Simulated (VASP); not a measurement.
A run of VASP 6.6.1:

The input INCAR:

```
SYSTEM = LiH
PREC     = Accurate       ! precision mode
ENCUT    = 520            ! plane-wave cutoff, eV
EDIFF    = 1E-6           ! SCF threshold, eV
ISMEAR   = -1             ! smearing method
SIGMA    = 0.02           ! smearing width, eV
LREAL    = .FALSE.        ! projectors in reciprocal space
LASPH    = .TRUE.         ! aspherical terms in the spheres
NELM     = 80             ! most SCF steps
ALGO     = Fast           ! electronic algorithm
ISIF     = 2              ! what is computed and relaxed
LWAVE    = .FALSE.        ! write WAVECAR
LCHARG   = .FALSE.        ! write CHGCAR
GGA      = PE             ! functional
NBANDS   = 9              ! bands
```

KPOINTS

```
Automatic mesh
0
G
  10 10 10
  0 0 0
```

POSCAR

```
LiH
1.0
    0.0000000000      2.0029948923      2.0029948923
    2.0853179824      0.0000000000      2.0029948923
    2.0853179824      2.0029948923      0.0000000000
Li H
1 1
Direct
    0.0000000000      0.0000000000      0.0000000000
    0.5000000000      0.5000000000      0.5000000000
```

Potentials or basis: VASP PAW PBE potentials, release 64 (Li_sv, H).

Command:

```sh
$ cat potpaw_PBE.64/Li_sv/POTCAR potpaw_PBE.64/H/POTCAR > POTCAR
$ mpirun -np 1 vasp_std > vasp.out
```

Hardware: 1 thread of Intel(R) Xeon(R) 6975P-C (Granite Rapids), with other jobs on the host.

Task: How long does it take, and how much memory?

Result: It took 8.6 s on 1 thread of Intel(R) Xeon(R) 6975P-C (Granite Rapids), on a shared host, peak memory 0.14 GiB. Counts: scf iterations 17, k points 102.
